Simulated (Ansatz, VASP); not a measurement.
## One calculation of MoS2, two programs

```
Mo S
1.0
     3.07863    0.00000    0.00000
    -1.53932    2.66617    0.00000
     0.00000    0.00000   12.68629
Mo S
2 4
Cartesian
  0.0000 1.7774 3.1716
  1.5393 0.8887 9.5147
  0.0000 1.7774 7.9331
  1.5393 0.8887 1.5899
  0.0000 1.7774 11.0964
  1.5393 0.8887 4.7532
```

Change from the starting cell: in-plane strain -0.02, out-of-plane length and atoms relaxed by PAW.

Alike in both runs: functional PBEsol; k mesh 6 × 6 × 2; no spin polarisation.

Ansatz relaxed the structure, and its values are those at the end. VASP's run is a single point on that final structure, the one shown.

|  | VASP | Ansatz |
| --- | --- | --- |
| version | VASP 6.6.1 | Ansatz 0.2.0 |
| potentials or method | VASP PAW PBE potentials, release 64 (Mo_sv, S) | PAW with Ansatz's default frozen-core files, scalar-relativistic |
| plane-wave cutoff (eV) | 520 | 420 |
| occupations | gaussian, width 0.01 eV | fixed |
| valence electrons in the cell | 52 | 52 |

```tsv
	VASP	Ansatz	Ansatz less VASP
pressure (GPa)	3.9	3.9	+0.01
```

Caveats: the PAW data sets were made with another functional, which shifts forces and pressure a little (VASP); this functional lacks dispersion, which binds the layers, so the pressure and a relaxed spacing across them are unreliable. A k mesh can miss the band edges.
